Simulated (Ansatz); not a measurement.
# TaN: response to strain

Aim: deform TaN (zz strain of -3 %) and compute stress, forces and field gradients with LAPW, PAW and all-electron datasets made for the crystal.

Method: DFT PBE, scalar-relativistic, in Ansatz 0.2.0.

### Step 1. The starting structure

The structure is hexagonal, space group P-62m (No. 189). Conventional cell: a = 5.196 Å, b = 5.196 Å, c = 2.911 Å, α = 90.00°, β = 90.00°, γ = 120.00°. Ta (site symmetry -6) is surrounded by 6 N at 2.16 Å. Around Ta (site symmetry -62m) lie 3 N at 2.04 Å. N (site symmetry m2m) is surrounded by 5 Ta at 2.04 to 2.16 Å.

As a file:

```xyz
6
Lattice="5.1960 0.0000 0.0000 -2.5980 4.4999 0.0000 0.0000 0.0000 2.9110" Properties=species:S:1:pos:R:3 pbc="T T T"
Ta    0.0000    2.9999    1.4555
Ta    2.5980    1.5000    1.4555
Ta    0.0000    0.0000    0.0000
N     2.0412    0.0000    0.0000
N     1.5774    2.7321    0.0000
N    -1.0206    1.7678    0.0000
```

Atoms are numbered in the order of the input: Ta1, Ta2, Ta3, N4, N5, N6.

### Step 2. After the deformation

Space group P-62m before, P-62m after.

### Step 3. LAPW, all electrons

File input.yaml:

```yaml
crystal:
  lattice:
    - [5.1960008669, 0.0, 0.0]
    - [-2.5980004334, 4.4998687488, 0.0]
    - [0.0, 0.0, 2.82367]
  atoms:
    - { symbol: Ta, position: [0.3333333333, 0.6666666667, 0.5] }
    - { symbol: Ta, position: [0.6666666667, 0.3333333333, 0.5] }
    - { symbol: Ta, position: [0.0, 0.0, 0.0] }
    - { symbol: "N", position: [0.39285, 0.0, 0.0] }
    - { symbol: "N", position: [0.60715, 0.60715, 0.0] }
    - { symbol: "N", position: [0.0, 0.39285, 0.0] }
kpoints:
  mp_grid: { grid: [6, 6, 9] }
  band_path:
    path:
      - [0.0, 0.0, 0.0]
      - [0.5, 0.0, 0.0]
      - [0.3333333333, 0.3333333333, 0.0]
      - [0.0, 0.0, 0.0]
      - [0.0, 0.0, 0.5]
      - [0.5, 0.0, 0.5]
      - [0.3333333333, 0.3333333333, 0.5]
      - [0.0, 0.0, 0.5]
      - [0.5, 0.0, 0.5]
    npoints: 5
scf:
  occupations: { method: fermi_dirac, width: 0.01 }
hamiltonian:
  xc: pbe
  pseudopotentials: { kind: all_electron, lapw: { basis_error: 0.001 } }
output:
  forces: true
  stress: true
  eigenvalues: true
```

On the command line:

```bash
$ ansatz run input.yaml --threads 2 --pin off --max-ram 6144MiB --backend cpu --events-out ev --progress --plain --runs-dir out
```

### Step 4. PAW on the default files

File input.yaml:

```yaml
crystal:
  lattice:
    - [5.1960008669, 0.0, 0.0]
    - [-2.5980004334, 4.4998687488, 0.0]
    - [0.0, 0.0, 2.82367]
  atoms:
    - { symbol: Ta, position: [0.3333333333, 0.6666666667, 0.5] }
    - { symbol: Ta, position: [0.6666666667, 0.3333333333, 0.5] }
    - { symbol: Ta, position: [0.0, 0.0, 0.0] }
    - { symbol: "N", position: [0.39285, 0.0, 0.0] }
    - { symbol: "N", position: [0.60715, 0.60715, 0.0] }
    - { symbol: "N", position: [0.0, 0.39285, 0.0] }
kpoints:
  mp_grid: { grid: [6, 6, 9] }
scf:
  occupations: { method: fermi_dirac, width: 0.01 }
hamiltonian:
  xc: pbe
  pseudopotentials: { kind: paw }
output:
  forces: true
  stress: true
  eigenvalues: true
  efg: { contact_densities: true }
```

### Step 5. All-electron PAW on datasets made for the crystal

Edit input.yaml of step 4 so:

```diff
@@ -18,3 +18,3 @@
   xc: pbe
-  pseudopotentials: { kind: paw }
+  pseudopotentials: { kind: all_electron, datasets: crystal }
 output:
```

(Steps that only read results are left out.)

What does the calculation give? Wanted: pressure; largest shear or deviatoric stress.

As calculated:

```
                                 quantity                                              value
                                 pressure  LAPW 16.36, PAW 16.39, crystal datasets 16.35 GPa
largest shear or deviatoric stress (LAPW)                                          10.42 GPa
```

**Reading.** The largest part of the stress beyond the pressure is 10.42 GPa in size, in the zz component; the atoms are carried along and not relaxed. No run of the undeformed cell stands beside it, so the pressure holds what the given cell had before the change. PAW: stress within 0.04 GPa of LAPW, forces within 11 meV/Å. Crystal datasets: stress within 0.01 GPa of LAPW, forces within 1 meV/Å. Spin-orbit coupling is left out, though the cell holds Ta; in elements this heavy it can shift bands and gaps by tenths of an eV.
